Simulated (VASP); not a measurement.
# Al (Fm-3m) in VASP: notebook

The runs below take Al through single point, with PBE.

Program: VASP 6.6.1. These are calculated values, not measurements. Logs are shortened: lines on timing, memory, paths and dates and some standing lists are left out, and cuts for length are marked.

### Step 1. The undisturbed crystal

It takes space group Fm-3m (No. 225, cubic). Conventional cell: a = 4.050 Å, b = 4.050 Å, c = 4.050 Å, α = 90.00°, β = 90.00°, γ = 90.00°. Al (site symmetry m-3m) is surrounded by 12 Al at 2.86 Å.

### Step 2. Single point, PBE (grid = ENCUT=520 dk=0.35 cell=3x3x3 ISMEAR=1 SIGMA=0.1 LREAL=Auto EDIFF=1e-06)

Input file INCAR:

```
PREC = Accurate ; ENCUT = 520
EDIFF = 1E-6 ; ISMEAR = 1
SIGMA = 0.1 ; LREAL = Auto
LASPH = True ; NELM = 120
ALGO = Fast ; ISIF = 2
LWAVE = False ; LCHARG = False
GGA = PE ; NBANDS = 68
```

Input file KPOINTS:

```
Automatic mesh
0
Gamma
  3 3 3
```

Input file POSCAR:

```
Al
1.0
    0.0000000000      6.0744150000      6.0744150000
    6.0744150000      0.0000000000      6.0744150000
    6.0744150000      6.0744150000      0.0000000000
Al
27
Direct
    0.0000000000      0.0000000000      0.0000000000
    0.0000000000      0.0000000000      0.3333333333
    0.0000000000      0.0000000000      0.6666666667
    0.0000000000      0.3333333333      0.0000000000
    0.0000000000      0.3333333333      0.3333333333
    0.0000000000      0.3333333333      0.6666666667
    0.0000000000      0.6666666667      0.0000000000
    0.0000000000      0.6666666667      0.3333333333
    0.0000000000      0.6666666667      0.6666666667
    0.3333333333      0.0000000000      0.0000000000
    0.3333333333      0.0000000000      0.3333333333
    0.3333333333      0.0000000000      0.6666666667
    0.3333333333      0.3333333333      0.0000000000
    0.3333333333      0.3333333333      0.3333333333
    0.3333333333      0.3333333333      0.6666666667
    0.3333333333      0.6666666667      0.0000000000
    0.3333333333      0.6666666667      0.3333333333
    0.3333333333      0.6666666667      0.6666666667
    0.6666666667      0.0000000000      0.0000000000
    0.6666666667      0.0000000000      0.3333333333
    0.6666666667      0.0000000000      0.6666666667
    0.6666666667      0.3333333333      0.0000000000
    0.6666666667      0.3333333333      0.3333333333
    0.6666666667      0.3333333333      0.6666666667
    0.6666666667      0.6666666667      0.0000000000
    0.6666666667      0.6666666667      0.3333333333
    0.6666666667      0.6666666667      0.6666666667
```

Potentials or basis: VASP PAW PBE potentials, release 64 (Al).

Command:

```sh
cat potpaw_PBE.64/Al/POTCAR > POTCAR
mpirun -np 1 vasp_std > vasp.out
```

OUTCAR:

```text
PREC = Accurate
   ENCUT = 520
   EDIFF = 1E-6
   ISMEAR = 1
   LREAL = Auto
   LASPH = True
   NELM = 120
   ISIF = 2
   GGA = PE

 Found      4 irreducible k-points:

 Following reciprocal coordinates:
            Coordinates               Weight
  0.000000  0.000000  0.000000      1.000000
  0.333333  0.000000  0.000000      8.000000
  0.333333  0.333333  0.000000      6.000000
 -0.333333  0.333333  0.000000     12.000000
   k-points           NKPTS =      4   k-points in BZ     NKDIM =      4   number of bands    NBANDS=     68
   number of dos      NEDOS =    301   number of ions     NIONS =     27
   total plane-waves  NPLWV = 262144
   dimension x,y,z NGX =    64 NGY =   64 NGZ =   64
   dimension x,y,z NGXF=   128 NGYF=  128 NGZF=  128
   ions per type =              27
   NGX,Y,Z   is equivalent  to a cutoff of  12.39, 12.39, 12.39 a.u.
   NGXF,Y,Z  is equivalent  to a cutoff of  24.77, 24.77, 24.77 a.u.
 SYSTEM =  unknown system
   PREC   = accura    normal or accurate (medium, high low for compatibility)
   ISTART =      0    job   : 0-new  1-cont  2-samecut
   ICHARG =      2    charge: 1-file 2-atom 10-const
   ISPIN  =      1    spin polarized calculation?
   LNONCOLLINEAR =      F non collinear calculations
   LSORBIT =      F    spin-orbit coupling
   LASPH  =      T    aspherical Exc in radial PAW
   ENCUT  =  520.0 eV  38.22 Ry    6.18 a.u.  15.97 15.97 15.97*2*pi/ulx,y,z
   NELM   =    120;   NELMIN=  2; NELMDL= -5     # of ELM steps
   EDIFF  = 0.1E-05   stopping-criterion for ELM
   LREAL  =      T    real-space projection
   EDIFFG = 0.1E-04   stopping-criterion for IOM
   NSW    =      0    number of steps for IOM
[... 5 lines left out ...]
   TEBEG  =    0.0;   TEEND  =   0.0 temperature during run
   PSTRESS=    0.0 pullay stress
   NELECT =      81.0000    total number of electrons
   NUPDOWN=      -1.0000    fix difference up-down
   EMIN   =  10.00;   EMAX   =-10.00  energy-range for DOS
   EFERMI =   0.00;   METHOD = LEGACY
   ISMEAR =     1;   SIGMA  =   0.10  broadening in eV -4-tet -1-fermi 0-gaus
   EFERMI_NEDOS =   21; number of points for ismear=-14 and -15
   IALGO  =     68    algorithm
   IMIX   =      4    mixing-type and parameters
     AMIX     =   0.40;   BMIX     =  1.00
     AMIX_MAG =   1.60;   BMIX_MAG =  1.00
  volume/ion in A,a.u.               =      16.60       112.04
  Fermi-wavevector in a.u.,A,eV,Ry     =   0.925526  1.748991 11.654733  0.856599
  Thomas-Fermi vector in A             =   2.051390
   LORBIT       =      0    0 simple, 1 ext, 2 COOP (PROOUT), +10 PAW based schemes
   GGA     = PE    functional components
   LHFCALC =     F    Hartree Fock is set to
   AEXX    =    0.0000 exact exchange contribution
   IVDW    =     0    specifies the selected vdW correction
   LEPSILON=     F    determine dielectric tensor
   LRPA    =     F    only Hartree local field effects (RPA)
 non-spin polarized calculation
 RMM-DIIS sequential band-by-band and
 Methfessel and Paxton  Order N= 1 SIGMA  =   0.10
  energy-cutoff  :      520.00
  volume of cell :      448.27
 maximum number of plane-waves:     12074
   NGX = 31   NGY = 31   NGZ = 31

 number of electron      81.0000000 magnetization

 Free energy of the ion-electron system (eV)
  ---------------------------------------------------
  ext. energy  EPLUGINS =         0.00000000
  ---------------------------------------------------
  free energy    TOTEN  =      -100.32497396 eV

  energy without entropy =     -100.29176190  energy(sigma->0) =     -100.31390327

 E-fermi :   7.9180     XC(G=0): -10.1734

 val. band max:        7.7992503713   @ k =   0.3333   0.3333   0.0000
 cond. band min:       7.9434559828   @ k =  -0.3333   0.3333   0.0000
 fundamental gap:      0.1442056114
 Fermi energy:         7.9179687075

 k-point     1 :       0.0000    0.0000    0.0000
  band No.  band energies     occupation
      1      -3.1556      2.00000
      2      -0.1773      2.00000
      3      -0.1773      2.00000
      4      -0.1773      2.00000
      5      -0.1773      2.00000
      6      -0.1773      2.00000
[... 44 lines left out ...]
     51       8.3197     -0.00000
     52       8.4299     -0.00000

 k-point     2 :       0.3333    0.0000    0.0000
  band No.  band energies     occupation
      1      -2.8216      2.00000
      2      -1.8243      2.00000
      3      -0.5053      2.00000
      4      -0.5053      2.00000
      5      -0.5053      2.00000
      6      -0.1778      2.00000
[... 44 lines left out ...]
     51       9.9086     -0.00000
     52       9.9086     -0.00000

 k-point     3 :       0.3333    0.3333    0.0000
  band No.  band energies     occupation
      1      -2.7104      2.00000
      2      -1.3833      2.00000
      3      -1.0534      2.00000
      4      -1.0534      2.00000
      5      -1.0534      2.00000
      6      -1.0534      2.00000
[... 44 lines left out ...]
     51       9.9869      0.00000
     52       9.9869      0.00000

 k-point     4 :      -0.3333    0.3333    0.0000
  band No.  band energies     occupation
      1      -2.2666      2.00000
      2      -1.9347      2.00000
      3      -1.9347      2.00000
      4      -0.9436      2.00000
      5      -0.9436      2.00000
      6       0.3673      2.00000
[... 44 lines left out ...]
     51       9.7554     -0.00000
     52       9.7554     -0.00000
 [bands above 52 left out]

------------------------ aborting loop because EDIFF is reached ----------------------------------------

  FORCE on cell =-STRESS in cart. coord.  units (eV):
  Direction    XX          YY          ZZ          XY          YZ          ZX
  --------------------------------------------------------------------------------------
  -------------------------------------------------------------------------------------
  Total       -0.4882903     -0.4882903     -0.4882903      0.0000000      0.0000000     -0.0000000
  in kB       -1.7452004     -1.7452004     -1.7452004      0.0000000      0.0000000     -0.0000000
  external PRESSURE =      -1.7452004 kB  Pullay stress =       0.0000000 kB

 VOLUME and BASIS-vectors are now :
 -----------------------------------------------------------------------------
  energy-cutoff  :      520.00
  volume of cell :      448.27
      direct lattice vectors                 reciprocal lattice vectors
     0.000000000  6.074415000  6.074415000    -0.082312453  0.082312453  0.082312453
     6.074415000  0.000000000  6.074415000     0.082312453 -0.082312453  0.082312453
     6.074415000  6.074415000  0.000000000     0.082312453  0.082312453 -0.082312453

 POSITION                                       TOTAL-FORCE (eV/Angst)
 -----------------------------------------------------------------------------------
      0.00000      0.00000      0.00000        -0.000000     -0.000000     -0.000000
      2.02480      2.02480      0.00000        -0.000000     -0.000000     -0.000000
      4.04961      4.04961      0.00000        -0.000000     -0.000000     -0.000000
      2.02480      0.00000      2.02480         0.000000     -0.000000     -0.000000
      4.04961      2.02480      2.02480         0.000000      0.000000      0.000000
      6.07442      4.04961      2.02480        -0.000000     -0.000000     -0.000000
[... 19 lines left out ...]
      6.07442      6.07442      8.09922        -0.000000     -0.000000      0.000000
      8.09922      8.09922      8.09922         0.000000     -0.000000     -0.000000
 -----------------------------------------------------------------------------------
    total drift:                               -0.000000     -0.000000     -0.000000

  FREE ENERGIE OF THE ION-ELECTRON SYSTEM (eV)
  ---------------------------------------------------
  free  energy   TOTEN  =      -100.3249739560 eV

  energy  without entropy=     -100.2917618950  energy(sigma->0) =     -100.31390327
```

Run time: 82 s. Hardware: 1 thread of Intel Xeon 6975P-C (Granite Rapids), shared host; peak memory 0.54 GiB.

The run converged, but some of its settings lie outside the range that counts as converged, so its numbers aren't taken as properties of the crystal.

What came out:

```yaml
Free_energy: -100.3250 eV
Pressure: -0.2 GPa
Band_gap_on_the_k_mesh: none (metal or under the smearing width)
```

### Step 3. Single point, PBE (grid = ENCUT=400 dk=0.9 cell=3x3x2 ISMEAR=1 SIGMA=0.1 LREAL=Auto EDIFF=1e-06)

Input file INCAR:

```
SYSTEM = Al
PREC = Accurate
ENCUT = 400
EDIFF = 1E-6
ISMEAR = 1
SIGMA = 0.1
LREAL = Auto
LASPH = .TRUE.
NELM = 120
ALGO = Fast
ISIF = 2
LWAVE = .FALSE.
LCHARG = .FALSE.
GGA = PE
NBANDS = 45
```

Input file KPOINTS:

```
Automatic mesh
0
G
  1 1 2
  0 0 0
```

Input file POSCAR:

```
Al
1.0
    0.0000000000      6.0744150000      6.0744150000
    6.0744150000      0.0000000000      6.0744150000
    4.0496100000      4.0496100000      0.0000000000
Al
18
Direct
    0.0000000000      0.0000000000      0.0000000000
    0.0000000000      0.0000000000      0.5000000000
    0.0000000000      0.3333333333      0.0000000000
    0.0000000000      0.3333333333      0.5000000000
    0.0000000000      0.6666666667      0.0000000000
    0.0000000000      0.6666666667      0.5000000000
    0.3333333333      0.0000000000      0.0000000000
    0.3333333333      0.0000000000      0.5000000000
    0.3333333333      0.3333333333      0.0000000000
    0.3333333333      0.3333333333      0.5000000000
    0.3333333333      0.6666666667      0.0000000000
    0.3333333333      0.6666666667      0.5000000000
    0.6666666667      0.0000000000      0.0000000000
    0.6666666667      0.0000000000      0.5000000000
    0.6666666667      0.3333333333      0.0000000000
    0.6666666667      0.3333333333      0.5000000000
    0.6666666667      0.6666666667      0.0000000000
    0.6666666667      0.6666666667      0.5000000000
```

Potentials or basis: VASP PAW PBE potentials, release 64 (Al).

Command:

```sh
cat potpaw_PBE.64/Al/POTCAR > POTCAR
mpirun -np 1 vasp_std > vasp.out
```

It took 42 s on 1 thread of Intel Xeon Platinum 8175M at 2.50GHz (Skylake/Cascade Lake), shared host; peak memory 0.32 GiB.

The run converged, but some of its settings lie outside the range that counts as converged, so its numbers aren't taken as properties of the crystal.

Results:

```
Free energy            : -65.3508 eV
Pressure               : -0.2 GPa
Band gap on the k mesh : none (metal or under the smearing width)
```

Caveat: the k mesh is coarse (spacing up to 0.90 Å⁻¹), so the values aren't converged; the real-space grid breaks the cell's symmetry a little.

(Part 1 of 2 ends here.)
